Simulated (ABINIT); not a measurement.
# Pb (P-1) in ABINIT: convergence with pawecutdg

Aim: find how far pawecutdg must go before the results for Pb settle, at PBEsol. This setting moves, with any that are tied to it; all else stays.

All numbers are computed with ABINIT 10.8.3 (patched build); they aren't measurements. Logs are shortened: lines on timing, memory, paths and dates and some standing lists are left out, and cuts for length are marked. The log counts tension as positive stress, the text compression.

### Step 1. The cell of the first run

The typed cell holds 1 atom: a = 3.478 Å, b = 3.476 Å, c = 3.500 Å, α = 61.23°, β = 60.11°, γ = 60.46°.

The cell isn't the ideal one: cell strained at random at fixed volume.

### Step 2. With pawecutdg 15 Ha

File run.abi:

```
pp_dirpath "./"
pseudos "Pb.GGA_PBE-JTH_sp.xml"

acell 3.4776705007 3.476298415 3.5002967398 Angstrom
rprim
    -0.0020022023     0.7101546853     0.7040428354
     0.7040785076    -0.0077619919     0.7100797185
     0.7010331359     0.7130655443    -0.0094906239
ntypat 1
znucl 82
natom 1
typat 1
xred
    -0.0123650000     0.0070870000     0.0165600000
chkprim 0
chksymtnons 0
tolsym 1.0e-6

ecut 15.0
pawecutdg 15.0
pawxcdev 0

kptopt 1
ngkpt 9 9 9
nshiftk 1
shiftk 0.0 0.0 0.0

ixc -116133

nband 6
occopt 6
tsmear 0.00367493

nstep 100
tolvrs 1.0e-9

iomode 3
prtwf 0
prtden 0
prteig 0
prtebands 0
```

Potentials or basis: JTH PAW PBE v2.0 sp.

On the command line:

```sh
> abinit run.abi > log 2>&1
```

Run time: 31 s. Hardware: 1 thread of Arm Neoverse V1, shared host; peak memory 0.15 GiB.

It converged, with:

```yaml
Free_energy: -101.1535 eV
Pressure: -0.4 GPa
Band_gap_on_the_k_mesh: none (metal or under the smearing width)
Valence_electrons_inside_the_program's_atomic_spheres: Pb 2.68 (radii [1.5418] Å)
```

### Step 3. With pawecutdg 18

run.abi: that of step 2 with these lines changed.

```diff
@@ -19,3 +19,3 @@
 ecut 15.0
-pawecutdg 15.0
+pawecutdg 18.0
 pawxcdev 0
```

Potentials or basis: JTH PAW PBE v2.0 sp.

On the command line:

```sh
> abinit run.abi > log 2>&1
```

It took 31 s on 1 thread of Arm Neoverse V1, shared host; peak memory 0.15 GiB.

It converged, with:

| Property | Result |
| --- | --- |
| Free energy | -101.1535 eV |
| Pressure | -0.4 GPa |
| Band gap on the k mesh | none (metal or under the smearing width) |
| Valence electrons inside the program's atomic spheres | Pb 2.67 (radii [1.5418] Å) |

### Step 4. With pawecutdg 22.5

run.abi: that of step 3 with these lines changed.

```diff
@@ -19,3 +19,3 @@
 ecut 15.0
-pawecutdg 18.0
+pawecutdg 22.5
 pawxcdev 0
```

On the command line:

```sh
> abinit run.abi > log 2>&1
```

Run time: 30 s. Hardware: 1 thread of Arm Neoverse V1, shared host; peak memory 0.16 GiB.

The run converged. Its results:

- Free energy: -101.1535 eV
- Pressure: -0.4 GPa
- Band gap on the k mesh: none (metal or under the smearing width)
- Valence electrons inside the program's atomic spheres: Pb 2.67 (radii [1.5418] Å)

### Step 5. With pawecutdg 27

run.abi: that of step 4 with these lines changed.

```diff
@@ -19,3 +19,3 @@
 ecut 15.0
-pawecutdg 22.5
+pawecutdg 27.0
 pawxcdev 0
```

On the command line:

```sh
> abinit run.abi > log 2>&1
```

It took 32 s on 1 thread of Arm Neoverse V1, shared host; peak memory 0.16 GiB.

It converged, with:

```yaml
Free_energy: -101.1535 eV
Pressure: -0.4 GPa
Band_gap_on_the_k_mesh: none (metal or under the smearing width)
Valence_electrons_inside_the_program's_atomic_spheres: Pb 2.67 (radii [1.5418] Å)
```

### Step 6. With pawecutdg 33

run.abi: that of step 5 with these lines changed.

```diff
@@ -19,3 +19,3 @@
 ecut 15.0
-pawecutdg 27.0
+pawecutdg 33.0
 pawxcdev 0
```

Potentials or basis: JTH PAW PBE v2.0 sp.

On the command line:

```sh
> abinit run.abi > log 2>&1
```

Wall time 32 s (1 thread of Arm Neoverse V1, shared host); peak memory 0.16 GiB.

It converged, with:

```yaml
Free_energy: -101.1535 eV
Pressure: -0.4 GPa
Band_gap_on_the_k_mesh: none (metal or under the smearing width)
Valence_electrons_inside_the_program's_atomic_spheres: Pb 2.67 (radii [1.5418] Å)
```

### Step 7. With pawecutdg 40.5

run.abi: that of step 6 with these lines changed.

```diff
@@ -19,3 +19,3 @@
 ecut 15.0
-pawecutdg 33.0
+pawecutdg 40.5
 pawxcdev 0
```

On the command line:

```sh
> abinit run.abi > log 2>&1
```

Run time: 31 s. Hardware: 1 thread of Arm Neoverse V1, shared host; peak memory 0.17 GiB.

It converged, with:

```
Free energy                                           : -101.1535 eV
Pressure                                              : -0.4 GPa
Band gap on the k mesh                                : none (metal or under the smearing width)
Valence electrons inside the program's atomic spheres : Pb 2.67 (radii [1.5418] Å)
```

### Step 8. With pawecutdg 49.5

run.abi: that of step 7 with these lines changed.

```diff
@@ -19,3 +19,3 @@
 ecut 15.0
-pawecutdg 40.5
+pawecutdg 49.5
 pawxcdev 0
```

Potentials or basis: JTH PAW PBE v2.0 sp.

On the command line:

```sh
> abinit run.abi > log 2>&1
```

run.abo:

```text
.Version 10.8.3 of ABINIT
 Symmetries : space group P-1 (#  2); Bravais aP (primitive triclinic)
================================================================================
 Values of the parameters that define the memory need of the present run
     intxc =       0    ionmov =       0      iscf =      17    lmnmax =      13
     lnmax =       5     mgfft =      24  mpssoang =       3    mqgrid =    3001
     natom =       1  nloc_mem =       2    nspden =       1   nspinor =       1
    nsppol =       1      nsym =       2    n1xccc =       1    ntypat =       1
    occopt =       6   xclevel =       2
       mpw =         578          nfft =       13824          nkpt =         365
 PAW method is used; the additional fine FFT grid is defined by:
   mgfftf=        45    nfftf =     91125
================================================================================
================================================================================

--------------------------------------------------------------------------------
------------- Echo of variables that govern the present computation ------------
--------------------------------------------------------------------------------
 -outvars: echo values of preprocessed input variables --------
            acell      6.5718448025E+00  6.5692519363E+00  6.6146021976E+00 Bohr
              amu      2.07200000E+02
          chkprim           0
      chksymtnons           0
             ecut      1.50000000E+01 Hartree
                       outvar_i_n : Printing only first  50 k-points.
              ixc     -116133
                       outvar_i_n : Printing only first  50 k-points.
         kptrlatt        9    0    0      0    9    0      0    0    9
          kptrlen      5.91232674E+01
            natom           1
            nband           6
            ngfft          24      24      24
          ngfftdg          45      45      45
             nkpt         365
            nstep         100
             nsym           2
           ntypat           1
                       prtocc : prtvol=0, do not print more k-points.
           occopt           6
        pawecutdg      4.95000000E+01 Hartree
[... 155 lines left out ...]
kinetic             :  1.22683030990170E+00
hartree             :  4.47527228887674E-02
xc                  : -4.06889107269897E+00
Ewald energy        : -3.92090264036714E+00
psp_core            :  7.98491229557459E-01
local_psp           : -1.95709027925294E-01
PAW spherical_terms :  2.39810287650982E+00
internal            : -3.71732560213366E+00
'-kT*entropy'       :  3.64539734547216E-07
total_energy        : -3.71732523759393E+00
total_energy_eV     : -1.01153572842101E+02
...

--- !EnergyTermsDC
iteration_state     : {dtset: 1, }
comment             : '"Double-counting" decomposition of free energy'
band_energy         : -7.34250778644827E-01
Ewald energy        : -3.92090264036714E+00
psp_core            :  7.98491229557459E-01
xc_dc               : -1.99245420303598E+00
PAW spherical_terms :  2.13179417888209E+00
internal            : -3.71732221360840E+00
'-kT*entropy'       :  3.64539734547216E-07
total_energy_dc     : -3.71732184906866E+00
total_energy_dc_eV  : -1.01153480635632E+02
...

--- !EnergyTermsWithPAWCore
iteration_state     : {dtset: 1, }
comment             : 'Components of total free energy, including PAW core contributions'
Total energy        : -2.08765327205728E+04
Total energy DC     : -2.08765327171843E+04
Total energy (eV)   : -5.68079395336366E+05
Total energy DC (eV): -5.68079395244160E+05
...

 Cartesian components of stress tensor (hartree/bohr^3)
  sigma(1 1)=  4.95782737E-06  sigma(3 2)= -2.69224200E-05
  sigma(2 2)=  2.02890695E-05  sigma(3 1)= -6.38121042E-06
  sigma(3 3)=  1.46550508E-05  sigma(2 1)= -1.04441926E-07

-Cartesian components of stress tensor (GPa)         [Pressure= -3.9132E-01 GPa]
- sigma(1 1)=  1.45864317E-01  sigma(3 2)= -7.92084943E-01
- sigma(2 2)=  5.96925034E-01  sigma(3 1)= -1.87741692E-01
- sigma(3 3)=  4.31166479E-01  sigma(2 1)= -3.07278754E-03

== END DATASET(S) ==============================================================
================================================================================

 -outvars: echo values of variables after computation  --------
            acell      6.5718448025E+00  6.5692519363E+00  6.6146021976E+00 Bohr
           etotal     -3.7173218491E+00
            fcart     -0.0000000000E+00 -0.0000000000E+00 -0.0000000000E+00
            rprim     -2.0022023000E-03  7.1015468530E-01  7.0404283540E-01
                       7.0407850760E-01 -7.7619919000E-03  7.1007971850E-01
                       7.0103313590E-01  7.1306554430E-01 -9.4906239000E-03
           strten      4.9578273730E-06  2.0289069524E-05  1.4655050759E-05
                      -2.6922419996E-05 -6.3812104161E-06 -1.0444192558E-07
           xangst      5.8067472004E-02  1.0603911778E-02 -1.3331049719E-02
             xred     -1.2365000000E-02  7.0870000000E-03  1.6560000000E-02
 Calculation completed.
```

Wall time 34 s (1 thread of Arm Neoverse V1, shared host); peak memory 0.17 GiB.

What came out:

```
Free energy                                           : -101.1535 eV
Pressure                                              : -0.4 GPa
Band gap on the k mesh                                : none (metal or under the smearing width)
Valence electrons inside the program's atomic spheres : Pb 2.67 (radii [1.5418] Å)
```

### Step 9. Summary

| pawecutdg | energy less the tightest run (meV/atom) | SCF cycles | CPU time (s) | peak memory (GiB) |
| --- | --- | --- | --- | --- |
| 15 Ha | 0.01 | 9 | 30 | 0.15 |
| 18 | 0.00 | 9 | 30 | 0.15 |
| 22.5 | 0.01 | 9 | 30 | 0.16 |
| 27 | 0.00 | 9 | 31 | 0.16 |
| 33 | 0.00 | 9 | 31 | 0.16 |
| 40.5 | 0.00 | 9 | 31 | 0.17 |
| 49.5 | 0.00 | 10 | 34 | 0.17 |

Against the tightest run, the energy stays within 1 meV/atom from 15 Ha on. The tightest run that finished is the yardstick and may itself not be fully converged.

Caveats: the PAW data sets were made with another functional, which shifts forces and pressure a little; this set keeps more shells in the core, which shifts pressures and gaps.
